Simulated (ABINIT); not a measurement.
# NaI (Fm-3m) in ABINIT: single point with PBE

Aim: the single point of NaI with PBE.

Program: ABINIT 10.8.3 (patched build). These are calculated values, not measurements. Logs are shortened: lines on timing, memory, paths and dates and some standing lists are left out, and cuts for length are marked. The log counts tension as positive stress, the text compression.

## (1) Starting point

The structure is cubic, space group Fm-3m (No. 225). The conventional cell has a = 6.473 Å, b = 6.473 Å, c = 6.473 Å, α = 90.00°, β = 90.00°, γ = 90.00°. I (site symmetry m-3m) has 6 Na at 3.24 Å as nearest neighbours. Around Na (site symmetry m-3m) lie 6 I at 3.24 Å.

## (2) Single point, PBE

Input file run.abi:

```
# Pseudopotentials
pp_dirpath "./"
pseudos "I.upf, Na.upf"

# Structure
acell 8.6492023446 8.6492023446 8.6492023446
rprim
     0.0000000000     0.7071067812     0.7071067812
     0.7071067812     0.0000000000     0.7071067812
     0.7071067812     0.7071067812     0.0000000000
ntypat 2
znucl 53 11
natom 2
typat 1 2
xred
     0.5000000000     0.5000000000     0.5000000000
     0.0000000000     0.0000000000     0.0000000000

# Plane-wave basis
ecut 40.0

# k points
kptopt 1
ngkpt 5 5 5
nshiftk 1
shiftk 0.0 0.0 0.0

# Exchange and correlation
ixc 11

# Bands and occupations
nband 12
occopt 3
tsmear 0.00183747

# SCF cycle
nstep 100
tolvrs 1.0e-10

# Output
iomode 3
prtwf 0
prteig 0
prtebands 0
prtden 1
prtvha 1
prtvclmb 1
prtpot 1
prtelf 1
```

Potentials or basis: Ansatz NC PBE.

On the command line:

```bash
$ abinit run.abi > log 2>&1
```

run.abo:

```text
[... set-up lines left out ...]
 ETOT  1  -58.607999200852    -5.861E+01 3.919E-01 6.879E+01
 ETOT  2  -58.740251603894    -1.323E-01 3.081E-03 4.756E+00
 ETOT  3  -58.740575740125    -3.241E-04 5.772E-04 4.740E-01
 ETOT  4  -58.740589231724    -1.349E-05 2.319E-04 1.183E-01
 ETOT  5  -58.740598380299    -9.149E-06 2.654E-05 5.356E-03
 ETOT  6  -58.740598721731    -3.414E-07 1.109E-05 2.871E-04
 ETOT  7  -58.740598727848    -6.117E-09 1.402E-06 4.979E-06
 ETOT  8  -58.740598728056    -2.082E-10 6.348E-07 8.101E-08
 ETOT  9  -58.740598728064    -8.178E-12 7.910E-08 1.321E-09
 ETOT 10  -58.740598728068    -3.411E-12 3.815E-08 2.951E-11

 At SCF step   10       vres2   =  2.95E-11 < tolvrs=  1.00E-10 =>converged.

 Compute ELF
--------------------------------------------------------------------------------

 Compute kinetic energy density

 Compute gradient of the electron density
 Electron Localization Function (ELF) [min:0;max:1]
)     Maximum=    8.8334E-01  at reduced coord.    0.3400    0.6600    0.6800
)     Minimum=    9.5651E-08  at reduced coord.    0.5000    0.5000    0.5000
   Integrated=    1.6110E+02

--------------------------------------------------------------------------------
 End of ELF section

 Cartesian components of stress tensor (hartree/bohr^3)
  sigma(1 1)= -1.27732885E-05  sigma(3 2)=  0.00000000E+00
  sigma(2 2)= -1.27732885E-05  sigma(3 1)=  0.00000000E+00
  sigma(3 3)= -1.27732885E-05  sigma(2 1)=  0.00000000E+00

--- !ResultsGS
iteration_state: {dtset: 1, }
comment   : Summary of ground state results
lattice_vectors:
- [  0.0000000,   6.1159096,   6.1159096, ]
- [  6.1159096,   0.0000000,   6.1159096, ]
- [  6.1159096,   6.1159096,   0.0000000, ]
lattice_lengths: [   8.64920,    8.64920,    8.64920, ]
lattice_angles: [ 60.000,  60.000,  60.000, ] # degrees, (23, 13, 12)
lattice_volume:   4.5752326E+02
convergence: {deltae: -3.411E-12, res2:  2.951E-11, residm:  3.815E-08, diffor: null, }
etotal    :  -5.87405987E+01
entropy   :   0.00000000E+00
fermie    :   8.77428021E-02
cartesian_stress_tensor: # hartree/bohr^3
- [ -1.27732885E-05,   0.00000000E+00,   0.00000000E+00, ]
- [  0.00000000E+00,  -1.27732885E-05,   0.00000000E+00, ]
- [  0.00000000E+00,   0.00000000E+00,  -1.27732885E-05, ]
pressure_GPa:   3.7580E-01
xred      :
- [  5.0000E-01,   5.0000E-01,   5.0000E-01,  I]
- [  0.0000E+00,   0.0000E+00,   0.0000E+00, Na]
cartesian_forces: # hartree/bohr
- [ -0.00000000E+00,  -0.00000000E+00,  -0.00000000E+00, ]
- [ -0.00000000E+00,  -0.00000000E+00,  -0.00000000E+00, ]
force_length_stats: {min:   0.00000000E+00, max:   0.00000000E+00, mean:   0.00000000E+00, }
...

 Integrated electronic density in atomic spheres:
 ------------------------------------------------
 Atom  Sphere_radius  Integrated_density
    1        2.00000          2.88991994
    2        2.00000          7.92610854
================================================================================

 ----iterations are completed or convergence reached----

 Mean square residual over all n,k,spin=   31.981E-11; max=  38.155E-09
 reduced coordinates (array xred) for    2 atoms
       0.500000000000      0.500000000000      0.500000000000
       0.000000000000      0.000000000000      0.000000000000
 rms dE/dt=  0.0000E+00; max dE/dt=  0.0000E+00; dE/dt below (all hartree)
    1       0.000000000000      0.000000000000      0.000000000000
    2       0.000000000000      0.000000000000      0.000000000000

 cartesian coordinates (angstrom) at end:
    1      3.23639999785665     3.23639999785665     3.23639999785665
    2      0.00000000000000     0.00000000000000     0.00000000000000

 cartesian forces (hartree/bohr) at end:
    1     -0.00000000000000    -0.00000000000000    -0.00000000000000
    2     -0.00000000000000    -0.00000000000000    -0.00000000000000
 frms,max,avg= 0.0000000E+00 0.0000000E+00   0.000E+00  0.000E+00  0.000E+00 h/b

 cartesian forces (eV/Angstrom) at end:
    1     -0.00000000000000    -0.00000000000000    -0.00000000000000
    2     -0.00000000000000    -0.00000000000000    -0.00000000000000
 frms,max,avg= 0.0000000E+00 0.0000000E+00   0.000E+00  0.000E+00  0.000E+00 e/A
 length scales=  8.649202344600  8.649202344600  8.649202344600 bohr
              =  4.576960770146  4.576960770146  4.576960770146 angstroms
 Fermi (or HOMO) energy (hartree) =   0.08774   Average Vxc (hartree)=  -0.28330
 Eigenvalues (hartree) for nkpt=  10  k points:
 kpt#   1, nband= 12, wtk=  0.00800, kpt=  0.0000  0.0000  0.0000 (reduced coord)
  -1.84839   -0.81655   -0.81655   -0.81655   -0.39637    0.00884    0.00884    0.00884
   0.14262    0.30138    0.30138    0.30138
      occupation numbers for kpt#   1
   2.00000    2.00000    2.00000    2.00000    2.00000    2.00000    2.00000    2.00000
   0.00000    0.00000    0.00000    0.00000
 prteigrs : prtvol=0 or 1, do not print more k-points.

--- !EnergyTerms
iteration_state     : {dtset: 1, }
comment             : Components of total free energy in Hartree
kinetic             :  3.10228075001497E+01
hartree             :  2.14393285619907E+01
xc                  : -1.08877136837333E+01
Ewald energy        : -2.99766697642099E+01
psp_core            :  9.23652730060277E-01
local_psp           : -6.01804095186945E+01
non_local_psp       : -1.10815945536309E+01
internal            : -5.87405987280679E+01
'-kT*entropy'       :  1.24256846755558E-15
total_energy        : -5.87405987280679E+01
total_energy_eV     : -1.59841312030964E+03
band_energy         : -9.52334688782521E+00
...

 Cartesian components of stress tensor (hartree/bohr^3)
  sigma(1 1)= -1.27732885E-05  sigma(3 2)=  0.00000000E+00
  sigma(2 2)= -1.27732885E-05  sigma(3 1)=  0.00000000E+00
  sigma(3 3)= -1.27732885E-05  sigma(2 1)=  0.00000000E+00

-Cartesian components of stress tensor (GPa)         [Pressure=  3.7580E-01 GPa]
- sigma(1 1)= -3.75803121E-01  sigma(3 2)=  0.00000000E+00
- sigma(2 2)= -3.75803121E-01  sigma(3 1)=  0.00000000E+00
- sigma(3 3)= -3.75803121E-01  sigma(2 1)=  0.00000000E+00

== END DATASET(S) ==============================================================
================================================================================

 -outvars: echo values of variables after computation  --------
            acell      8.6492023446E+00  8.6492023446E+00  8.6492023446E+00 Bohr
           etotal     -5.8740598728E+01
            fcart     -0.0000000000E+00 -0.0000000000E+00 -0.0000000000E+00
                      -0.0000000000E+00 -0.0000000000E+00 -0.0000000000E+00
            rprim      0.0000000000E+00  7.0710678120E-01  7.0710678120E-01
                       7.0710678120E-01  0.0000000000E+00  7.0710678120E-01
                       7.0710678120E-01  7.0710678120E-01  0.0000000000E+00
           strten     -1.2773288475E-05 -1.2773288475E-05 -1.2773288475E-05
                       0.0000000000E+00  0.0000000000E+00  0.0000000000E+00
           xangst      3.2363999979E+00  3.2363999979E+00  3.2363999979E+00
                       0.0000000000E+00  0.0000000000E+00  0.0000000000E+00
             xred      5.0000000000E-01  5.0000000000E-01  5.0000000000E-01
                       0.0000000000E+00  0.0000000000E+00  0.0000000000E+00
 Calculation completed.
```

Run time: 27 s. Hardware: 1 thread of Arm Neoverse V1, shared host; peak memory 0.1 GiB.

Results:

```
Free energy                                           : -1598.4131 eV
Pressure                                              : 0.4 GPa
Band gap on the k mesh                                : 3.64 eV, direct
Valence electrons inside the program's atomic spheres : I 2.89; Na 7.93
```

Caveat: spin-orbit coupling is left out, which moves the levels of the heavy elements.
